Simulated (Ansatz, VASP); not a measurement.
**MgB2 in VASP and in Ansatz**

INCAR

```
PREC = Accurate ; ENCUT = 500
EDIFF = 1E-7 ; ISMEAR = 0
SIGMA = 0.1 ; LREAL = False
LASPH = True ; NELM = 60
ALGO = Normal ; ISIF = 2
LWAVE = False ; LCHARG = False
GGA = PE ; NBANDS = 11
```

Contents of KPOINTS:

```
regular mesh
0
Gamma
  10 10 8
```

POSCAR

```
MgB2
1.0
    3.0850000000      0.0000000000      0.0000000000
   -1.5425000000      2.6716883707      0.0000000000
    0.0000000000      0.0000000000      3.5230000000
Mg B
1 2
Direct
    0.0000000000      0.0000000000      0.0000000000
    0.6666666667      0.3333333333      0.5000000000
    0.3333333333      0.6666666667      0.5000000000
```

File input.yaml:

```yaml
crystal:
  lattice:
    - [3.085, 0.0, 0.0]
    - [-1.5425, 2.6716883707, 0.0]
    - [0.0, 0.0, 3.523]
  atoms:
    - { symbol: Mg, position: [0.0, 0.0, 0.0] }
    - { symbol: B, position: [0.6666666667, 0.3333333333, 0.5] }
    - { symbol: B, position: [0.3333333333, 0.6666666667, 0.5] }
hamiltonian:
  xc: pbe
  pseudopotentials: { kind: paw }
kpoints:
  mp_grid: { grid: [10, 10, 8] }
scf:
  occupations: { method: gaussian, width: 0.1 }
output:
  forces: true
  stress: true
  eigenvalues: true
```

Alike in both runs: task single point; functional PBE; k mesh 10 × 10 × 8; occupations gaussian, width 0.1 eV; no spin polarisation.

|  | VASP | Ansatz |
| --- | --- | --- |
| version | VASP 6.6.1 | Ansatz 0.2.0 |
| potentials or method | VASP PAW PBE potentials, release 64 (Mg, B) | Ansatz PAW |
| plane-wave cutoff (eV) | 500 | 420 |
| valence electrons in the cell | 8 | 16 |

VASP gave:

```
gap on the k mesh at the Fermi level (eV)       : none
pressure (GPa)                                  : -1.1
largest component of the traceless stress (GPa) : 0.15
```

**Question.** What did Ansatz give for the same quantities?

**Answer.** gap on the k mesh at the Fermi level (eV): none; pressure (GPa): -0.9; largest component of the traceless stress (GPa): 0.03.

A gap of «none» marks a metal or a gap that the smearing closes. With one functional, cell and mesh, what is left measures potentials, basis and numerics. The two sets of potentials don't hold the same shells in valence.
